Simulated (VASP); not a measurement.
Wanted: the native input for a VASP 6.6.1 run.

| Quantity | Value |
| --- | --- |
| Task | single point |
| Functional | r2SCAN |
| Potentials or basis | VASP PAW PBE potentials, release 64 (Mn_pv) |
| Cutoff | 520 eV |
| k mesh | 21 × 21 × 10 |
| Occupations | gaussian, width 0.1 eV |
| Spin | no spin polarisation |
| Dipole correction | no |
| Further INCAR settings | ALGO = Normal; EDIFF = 1e-06; NBANDS = 20 |

The system is Mn.

```
Mn
1.0
     2.45500    0.00000    0.00000
    -1.22750    2.12609    0.00000
     0.00000    0.00000    3.98925
Mn
2
Direct
  0.66667 0.33333 0.75000
  0.33333 0.66667 0.25000
```

This isn't the form of Mn at room conditions, which is a 58-atom cubic cell.

The input as run:

POSCAR

```
Mn
1.0
    2.4549983154      0.0000000000      0.0000000000
   -1.2274991577      2.1260909074      0.0000000000
    0.0000000000      0.0000000000      3.9892465849
Mn
2
Direct
    0.6666666667      0.3333333333      0.7500000000
    0.3333333333      0.6666666667      0.2500000000
```

INCAR.step1

```
SYSTEM = Mn
PREC = Accurate
ENCUT = 520
ISMEAR = 0
SIGMA = 0.1
LREAL = .FALSE.
LASPH = .TRUE.
NELM = 100
NBANDS = 20
GGA = PE
ALGO = Normal
EDIFF = 1E-4
LWAVE = .TRUE.
LCHARG = .FALSE.
```

INCAR.step2

```
SYSTEM = Mn
PREC = Accurate
ENCUT = 520
EDIFF = 1E-6
ISMEAR = 0
SIGMA = 0.1
LREAL = .FALSE.
LASPH = .TRUE.
NELM = 100
ALGO = Normal
ISIF = 2
LWAVE = .FALSE.
LCHARG = .FALSE.
METAGGA = R2SCAN
LMIXTAU = .TRUE.
NBANDS = 20
ISTART = 1
```

KPOINTS

```
regular mesh
0
G
  21 21 10
  0 0 0
```

Potentials or basis: VASP PAW PBE potentials, release 64 (Mn_pv).

The run is started by

```sh
$ cat potpaw_PBE.64/Mn_pv/POTCAR > POTCAR
$ cp INCAR.step1 INCAR
$ mpirun -np 1 vasp_std > vasp.out
$ cp INCAR.step2 INCAR
$ mpirun -np 1 vasp_std > vasp.out
```

It gave:

- Pressure: 0.3 GPa
- Band gap on the k mesh: none (metal or under the smearing width)

Caveat: the PAW data sets were made with another functional, which shifts forces and pressure a little; the run has no spin polarisation, though such a crystal can be magnetic.

It took 5 min on 1 thread of AMD EPYC 7R13 Processor (Zen 3) (shared host), peak memory 0.18 GiB.
